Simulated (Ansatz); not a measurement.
Bulk crystal (TaC) after relaxation:

```
Ta C
1.0
     0.00000    2.23095    2.23095
     2.23095    0.00000    2.23095
     2.23095    2.23095    0.00000
Ta C
1 1
Direct
  0.00000 0.00000 0.00000
  0.50000 0.50000 0.50000
```

Miller indices refer to the conventional cell of Fm-3m (No. 225), a = 4.462 Å, b = 4.462 Å, c = 4.462 Å, α = 90.00°, β = 90.00°, γ = 90.00°.

The (111) slab of 9 planes, 10.3 Å thick with 15 Å of vacuum as cut; outer planes Ta (top) and Ta (bottom).

Computed with DFT r2SCAN, scalar-relativistic, plane waves, PAW (Ansatz 0.2.0). Cutoff 500 eV; k points 12×12×1 on the computed 9-atom cell (Γ-centred); Gaussian smearing, width 0.10 eV; no spin polarisation. A dipole correction removes the field between periodic images along c.

The slab isn't stoichiometric (Ta5C4), so its surface energy depends on the chemical potentials; it is given with the excess atoms taken from the element's standard state, a limit at which the compound may itself be unstable, so the figure can be too low. The work function read from the bulk's Fermi level differs by 0.36 eV, so the slab's middle doesn't match the bulk reference (too thin, or relaxed to another structure or magnetic state).

Results for the relaxed slab:

```yaml
Surface_energy_with_the_excess_atoms_taken_from_the_elements: 2.09 J/m²
Work_function: 4.78 eV
```

Relaxation lowers the energy by 0.352 J/m² a face; the largest move is 0.136 Å.

```
plane (bottom to top) atoms spacing to next, bulk (Å) relaxed (Å) change (%)
                    1     Ta                      1.288        1.105       -14.2
                    2      C                      1.288        1.322        +2.6
                    3     Ta                      1.288        1.315        +2.1
                    4      C                      1.288        1.274        -1.1
                    5     Ta                      1.288        1.274        -1.1
                    6      C                      1.288        1.315        +2.1
                    7     Ta                      1.288        1.322        +2.6
                    8      C                      1.288        1.105       -14.2
                    9     Ta
```

Spin-orbit coupling is left out, which matters for the bands of heavy elements.